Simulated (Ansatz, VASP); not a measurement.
LiF in VASP and in Ansatz

The input INCAR:

```
ALGO = Normal ; EDIFF = 1E-6
ENCUT = 520 ; GGA = PE
ISIF = 2 ; ISMEAR = 0
LASPH = T ; LCHARG = F
LREAL = F ; LWAVE = F
NBANDS = 12 ; NELM = 100
PREC = Accurate ; SIGMA = 0.05
```

KPOINTS

```
k-points
0
Gamma
  10 10 10
```

File POSCAR:

```
LiF
1.0
    0.0000000000      2.0643500000      2.1147000000
    2.0643500000      0.0000000000      2.1147000000
    2.0643500000      2.0643500000      0.0000000000
Li F
1 1
Direct
    0.0000000000      0.0000000000      0.0000000000
    0.5000000000      0.5000000000      0.5000000000
```

Input for Ansatz:

```yaml
crystal:
  lattice:
    - [0.0, 2.06435, 2.1147]
    - [2.06435, 0.0, 2.1147]
    - [2.06435, 2.06435, 0.0]
  atoms:
    - { symbol: Li, position: [0.0, 0.0, 0.0] }
    - { symbol: F, position: [0.5, 0.5, 0.5] }
basis:
  ecutwfc: 420
kpoints:
  mp_grid: { grid: [10, 10, 10] }
hamiltonian:
  xc: pbe
scf:
  occupations: { method: gaussian, width: 0.05 }
output:
  forces: true
  stress: true
  eigenvalues: true
  write_density: true
  write_potential: true
  elf: true
  volumetric_format: npy
```

Change from the starting cell: strain +0.025 along x and y, +0.050 along z, atoms carried along.

Alike in both runs: task single point; functional PBE; k mesh 10 × 10 × 10; occupations gaussian, width 0.05 eV; no spin polarisation.

|  | VASP | Ansatz |
| --- | --- | --- |
| version | VASP 6.6.1 | Ansatz 0.2.0 |
| potentials or method | VASP PAW PBE potentials, release 64 (Li_sv, F) | scalar-relativistic, plane waves, PAW |
| plane-wave cutoff (eV) | 520 | 420 |
| valence electrons in the cell | 10 | 10 |

|  | VASP | Ansatz | Ansatz less VASP |
| --- | --- | --- | --- |
| gap on the k mesh at the Fermi level (eV) | 8.23 | 8.23 | +0.001 |
| least direct gap on the mesh (eV) | 8.23 | 8.23 | +0.001 |

 A k mesh can miss the band edges.
